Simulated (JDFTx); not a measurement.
**SnTe under changes of volume**

One of the cells (31.281 Å³/atom); the others are scaled copies at fixed shape and fractional positions:

```xyz
2
Lattice="0.0000 3.1509 3.1509 3.1509 0.0000 3.1509 3.1509 3.1509 0.0000" Properties=species:S:1:pos:R:3 pbc="T T T"
Te    3.1509    3.1509    3.1509
Sn    0.0000    0.0000    0.0000
```

* Program: JDFTx 1.7.0 (patched build)
* Functional: PBE
* Potentials or basis: PseudoDojo-SR-PBE-0.4.1-standard (Te) + PseudoDojo-SR-PBE-0.5-standard (Sn) with smoothed tails
* Cutoff: 1088 eV
* Density cutoff: 8708 eV
* k mesh: 7 × 7 × 7
* Occupations: fermi-dirac, width 0.05 eV
* Spin: no spin polarisation

| volume (Å³/atom) | energy over the lowest point (meV/atom) | pressure (GPa) |
| --- | --- | --- |
| 29.404 | 57.26 | 5.8 |
| 30.030 | 37.11 | 4.5 |
| 30.656 | ? | ? |
| 31.281 | 10.86 | 2.3 |
| 31.907 | 3.82 | 1.3 |
| 32.532 | 0.31 | 0.5 |
| 33.158 | 0.00 | -0.3 |

Problem. What does the run at 30.656 Å³/atom give?

Solution. Energy over the lowest point 21.81 meV/atom; pressure 3.3 GPa.

Worked out: A Birch-Murnaghan fit of order 3 (a polynomial in V^(-2/3)) to the other rows has its minimum at 32.91 Å³/atom with B0 = V·E''(V) = 40 GPa and B' = 4.4. It gives 21.80 meV/atom at 30.656 Å³/atom, against the run's 21.81, and -dE/dV = 3.3 GPa, against 3.3.

Energies are extrapolated to zero smearing.
